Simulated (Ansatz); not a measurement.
The cell is COD entry 9008695, as deposited and not checked against the literature; nothing was relaxed. The listed cell was then made from it by scaling, straining or moving an atom.

An input for PbSe: DFT, PBEsol, all-electron PAW with datasets made for the crystal, scalar-relativistic (Ansatz 0.2.0).

Command: `ansatz run input.yaml --threads 1 --pin off --max-ram 3072MiB --backend cpu --events-out ev --progress --plain --runs-dir out` The run took 9.5 s on 1 thread of Arm Neoverse V1, with other jobs on the host, peak memory 0.46 GiB.

```yaml
crystal:
  lattice:
    - [0.061243, 3.0927715, 3.0927715]
    - [3.0927715, 0.061243, 3.0927715]
    - [3.0927715, 3.0927715, 0.061243]
  atoms:
    - { symbol: Pb, position: [0.0, 0.0, 0.0] }
    - { symbol: Se, position: [0.5, 0.5, 0.5] }
kpoints:
  mp_grid: { grid: [9, 9, 9] }
scf:
  occupations: { method: fermi_dirac, width: 0.01 }
hamiltonian:
  xc: pbesol
  pseudopotentials: { kind: all_electron, datasets: crystal }
output:
  forces: true
  stress: true
  eigenvalues: true
  efg: { contact_densities: true }
```

The results part of the log:

```
SCF 1 converged in 8 iterations: F = -633997.032812 eV  dr2 = 7.29e-10
  Residual-converged pass: ⟨swp⟩=3.0  Hψ=1752  notcnv=0  max |occ|·‖R‖ = 5.2e-6 eV (tolerance 5.3e-6 eV)  dr2=7.32e-10  dr2_onsite=4.83e-9  max |Δocc| = 3.9e-17
  greatest PAW one-centre occupation: 0.978 electrons in one spin orbital (limit 2), on the Pb atom at site 0 (counted from 0), in its partial waves of l = 2
SCF converged after 8 iterations
Free energy (F): -633997.032812 eV
Harris-Foulkes:  -633997.032812 eV  (|F-HF|=5.82e-10)
Internal energy: -633997.032812 eV  (E = F + TS)
E sigma→0 (E₀):  -633997.032812 eV
Past the cutoff: the bands carry plane waves up to 1.75 times it, of which those up to 1.5 times it add -0.000356 eV an atom, each by itself; the spheres take 0.000646 eV an atom off the energy for waves past 1.75 times it
By the cutoff:   a pressure is off by up to 0.008 GPa (1.2 times the spheres' own share and the shells' term, over an atom's volume, and 0.004 GPa: a bound that held against runs at twice the plane waves)
Past the cutoffs: a stress includes 0.0022 GPa for waves and charges beyond them, in addition to the slope of what the spheres take
In the spheres:  the bands' charges fall short by 1.2e-6 e at most (sound up to 1e-3)
Fermi energy:    11.723067 eV
--- Per-component energies (eV) ---
  The terms above E_closure are by the made datasets' own strengths, without shells solved beside the bands.
--- Forces (eV/Å), atoms counted from 1 ---
  atom   1  Pb    -0.00000000     0.00000000     0.00000000
  atom   2  Se     0.00000000     0.00000000     0.00000000
  max |Σ_I F_I| component: 7.36e-30 eV/Å
--- Stress (GPa, compression-positive) ---
       -0.577969      -0.365889      -0.365889
       -0.365889      -0.577969      -0.365889
       -0.365889      -0.365889      -0.577969
  P = ⅓ Tr σ = -0.5780 GPa (-5.780 kbar)
--- PAW observables at the nuclei: V_zz in 10²¹ V/m², potentials from the cell's mean, atoms counted from 1 ---
  atom   1  Pb V_zz =    -0.719222   η = 0.0000   by run symmetry: allowed
            electrostatic potential = -17475.112658 V   contact ρ = 16500479.998883 e/Å³
  atom   2  Se V_zz =    +1.417519   η = 0.0000   by run symmetry: allowed
            electrostatic potential = -4710.943814 V   contact ρ = 262470.233213 e/Å³
--- Band table (eV; the first three rows and the last of 85) ---
  k-point 0: bands = ["-5.1935", "-5.1935", "-5.1877", "-5.1835", "-5.1835", "-2.0209", "5.2438", "9.5483", "9.7933", "9.7933", "16.2420", "16.2420"]
  k-point 1: bands = ["-5.1952", "-5.1903", "-5.1863", "-5.1851", "-5.1822", "-1.9257", "4.9387", "9.6047", "9.8190", "9.9783", "15.3269", "15.6864"]
  k-point 2: bands = ["-5.2017", "-5.1944", "-5.1866", "-5.1771", "-5.1730", "-1.6585", "4.2196", "9.7237", "9.8977", "10.4079", "13.9452", "14.6620"]
  k-point 84: bands = ["-5.2230", "-5.2099", "-5.1799", "-5.1611", "-5.1567", "-0.9294", "2.7717", "9.2942", "10.0073", "10.9930", "12.6356", "13.6927"]
```
